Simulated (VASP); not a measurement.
# VASP 6.6.1 run: AgCl

INCAR

```
NSW = 0
ISMEAR = -1
LASPH = .TRUE.
EDIFF = 1E-7
LDAUL = 2 -1
IBRION = -1
GGA = PE
NELM = 91
ENCUT = 520
LDAU = .TRUE.
LDAUTYPE = 2
LCHARG = .FALSE.
LMAXMIX = 4
SIGMA = 0.02
ISIF = 2
NBANDS = 16
PREC = Accurate
LWAVE = .FALSE.
LDAUJ = 0 0
LDAUU = 3.0 0
LREAL = .FALSE.
```

KPOINTS

```
KPOINTS created by Atomic Simulation Environment
0
Monkhorst-Pack
6 6 6
0 0 0
```

POSCAR

```
Ag Cl
 1.0000000000000000
     0.0000000000000000    2.7731838141105607    2.7731838141105607
     2.7731838141105607    0.0000000000000000    2.7731838141105607
     2.7731838141105607    2.7731838141105607    0.0000000000000000
 Ag  Cl
   1   1
Cartesian
 -0.0000000000000000  0.0000000000000000 -0.0000000000000000
  2.7731838141105603  2.7731838141105603  2.7731838141105603
```

The recommended PBE PAW datasets give the neutral cell 18 valence electrons.

Command

```
mpirun -np 1 vasp_std
```

OSZICAR

```
N       E                     dE             d eps       ncg     rms          rms(c)
DAV:   1     0.104784304963E+03    0.10478E+03   -0.87316E+03   912   0.101E+03
DAV:   2    -0.936446286595E+00   -0.10572E+03   -0.98552E+02  1128   0.227E+02
DAV:   3    -0.472808569353E+01   -0.37916E+01   -0.37846E+01  1096   0.457E+01
DAV:   4    -0.475486328920E+01   -0.26778E-01   -0.26776E-01  1152   0.412E+00
DAV:   5    -0.475522393055E+01   -0.36064E-03   -0.36064E-03  1120   0.465E-01    0.598E+00
DAV:   6    -0.463103743126E+01    0.12419E+00   -0.14830E-01  1112   0.557E+00    0.385E+00
DAV:   7    -0.463351924232E+01   -0.24818E-02   -0.11082E-01  1112   0.226E+00    0.170E+00
DAV:   8    -0.463428773136E+01   -0.76849E-03   -0.68160E-03  1136   0.892E-01    0.301E-01
DAV:   9    -0.463450817880E+01   -0.22045E-03   -0.83670E-04  1096   0.371E-01    0.374E-02
DAV:  10    -0.463458797081E+01   -0.79792E-04   -0.12443E-04  1136   0.108E-01    0.319E-02
DAV:  11    -0.463460386035E+01   -0.15890E-04   -0.17798E-05  1104   0.310E-02    0.639E-03
DAV:  12    -0.463460407088E+01   -0.21053E-06   -0.35369E-07  1112   0.528E-03    0.231E-03
DAV:  13    -0.463460411186E+01   -0.40984E-07   -0.19616E-07  1136   0.372E-03
   1 F= -.46346041E+01 E0= -.46346041E+01  d E =-.598765E-11
```

Standard output (part)

```
POSCAR found type information on POSCAR AgCl
 POSCAR found :  2 types and       2 ions
 LDA part: xc-table for (Slater+PW92), standard interpolation
 POSCAR, INCAR and KPOINTS ok, starting setup
 WAVECAR not read
 entering main loop
```

From OUTCAR

```
k-points           NKPTS =     28   k-points in BZ     NKDIM =     28   number of bands    NBANDS=     16

   NELECT =      18.0000    total number of electrons

   dimension x,y,z NGX =    30 NGY =   30 NGZ =   30
   dimension x,y,z NGXF=    60 NGYF=   60 NGZF=   60

  energy-cutoff  :      520.00
  volume of cell :       42.65
      direct lattice vectors                 reciprocal lattice vectors
     0.000000000  2.773183814  2.773183814    -0.180298182  0.180298182  0.180298182
     2.773183814  0.000000000  2.773183814     0.180298182 -0.180298182  0.180298182
     2.773183814  2.773183814  0.000000000     0.180298182  0.180298182 -0.180298182

 k-points in reciprocal lattice and weights: KPOINTS created by Atomic Simulation Env
   0.08333333  0.08333333  0.08333333       0.009
   0.25000000  0.08333333  0.08333333       0.028
   0.41666667  0.08333333  0.08333333       0.028
  -0.41666667  0.08333333  0.08333333       0.028
  -0.25000000  0.08333333  0.08333333       0.028
  -0.08333333  0.08333333  0.08333333       0.028
   0.25000000  0.25000000  0.08333333       0.028
   0.41666667  0.25000000  0.08333333       0.056
   ...

 E-fermi :   3.6267

 k-point     1 :       0.0833    0.0833    0.0833
  band No.  band energies     occupation
      1     -11.3314      2.00000
      2       0.1792      2.00000
      3       0.1792      2.00000
      4       0.2869      2.00000
      5       0.3938      2.00000
      6       0.3938      2.00000
      7       1.2889      2.00000
      8       1.6758      2.00000
      9       1.6758      2.00000
     10       5.1330      0.00000
     11      13.7702      0.00000
     12      14.4073      0.00000
     13      14.4073      0.00000
     14      16.0876      0.00000
     15      16.0876      0.00000
     16      16.6199      0.00000

 k-point     2 :       0.2500    0.0833    0.0833
  band No.  band energies     occupation
      1     -11.2048      2.00000
      2      -0.4552      2.00000
      3      -0.4185      2.00000
      4       0.0048      2.00000
      5       0.4587      2.00000
      6       0.5129      2.00000
      7       1.1549      2.00000
      8       1.8286      2.00000
      9       2.5321      2.00000
     10       6.4233      0.00000
     11      12.2717      0.00000
     12      12.9908      0.00000
     13      13.5729      0.00000
     14      14.9936      0.00000
     15      16.5097      0.00000
     16      17.1853      0.00000

 k-point     3 :       0.4167    0.0833    0.0833
  band No.  band energies     occupation
      1     -10.9986      2.00000
      2      -1.2477      2.00000
      3      -0.8385      2.00000
      4      -0.6499      2.00000
      5       0.6144      2.00000
      6       0.6558      2.00000
      7       1.1256      2.00000
      8       2.6218      2.00000
      9       3.1645      2.00000
     10       7.9534      0.00000
     11      10.4876      0.00000
     12      12.0097      0.00000
     13      12.0266      0.00000
     14      16.2526      0.00000
     15      16.9897      0.00000
     16      17.5663      0.00000

 ...

  Total        0.3520534      0.3520534      0.3520534      0.0000000      0.0000000      0.0000000
  in kB       13.2237044     13.2237044     13.2237044      0.0000000      0.0000000      0.0000000
  external PRESSURE =      13.2237044 kB  Pullay stress =       0.0000000 kB

 POSITION                                       TOTAL-FORCE (eV/Angst)
 -----------------------------------------------------------------------------------
      0.00000      0.00000      0.00000        -0.000000      0.000000      0.000000
      2.77318      2.77318      2.77318         0.000000     -0.000000     -0.000000
 -----------------------------------------------------------------------------------
    total drift:                               -0.000000      0.000000      0.000000

  FREE ENERGIE OF THE ION-ELECTRON SYSTEM (eV)
  ---------------------------------------------------
  free  energy   TOTEN  =        -4.6346041119 eV

  energy  without entropy=       -4.6346041119  energy(sigma->0) =       -4.63460411
```

It converged. Results: gap between bands v and c on the k mesh 1.97 eV; least direct gap on the k mesh 3.46 eV; pressure 1.3 GPa. Band v is the last that the valence electrons fill when counted band by band, and c is the next.

The shifted mesh misses Γ, so a band edge there is missed.

For comparison, a separate PBE run of the intended cell, on usual settings and not on those above, gives a gap of 0.91 eV on its mesh and a pressure of 1.5 GPa.

The run above took about 24 s on one core of a shared host (Intel Xeon Platinum 8488C) and held 0.17 GiB at most.
